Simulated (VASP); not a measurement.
## Au under changes of volume

One of the cells (16.679 Å³/atom); the others are scaled copies at fixed shape and fractional positions:

```xyz
2
Lattice="1.3866 -2.5641 0.0000 1.3866 2.5641 0.0000 0.0000 0.0000 4.6912" Properties=species:S:1:pos:R:3 pbc="T T T"
Au    1.3866    0.8193    1.1728
Au    1.3866   -0.8193    3.5184
```

This isn't the form of Au at room conditions, which is fcc.

```yaml
Program: VASP 6.6.1
Functional: LDA
Potentials_or_basis: VASP PAW LDA potentials, release 64 (Au)
Cutoff: 520 eV
k_mesh: 10 × 10 × 6
Occupations: fermi-dirac, width 0.05 eV
Spin: no spin polarisation
```

```csv
volume (Å³/atom),energy over the lowest point (meV/atom),pressure (GPa),largest force (eV/Å)
16.012,17.17,8.6,0.010
16.345,?,?,?
16.679,0.00,-0.2,0.004
17.012,3.87,-3.7,0.000
17.346,14.52,-6.7,0.005
```

Q: What does the run at 16.345 Å³/atom give?

A: Energy over the lowest point 4.03 meV/atom; pressure 3.9 GPa; largest force 0.007 eV/Å.

Worked out: A Birch-Murnaghan fit of order 2 (a polynomial in V^(-2/3)) to the other rows has its minimum at 16.68 Å³/atom with B0 = V·E''(V) = 189 GPa at fixed shape and positions, which overstates the stiffness. It gives 4.28 meV/atom at 16.345 Å³/atom, against the run's 4.03, and -dE/dV = 4.0 GPa, against 3.9.

Energies are extrapolated to zero smearing.
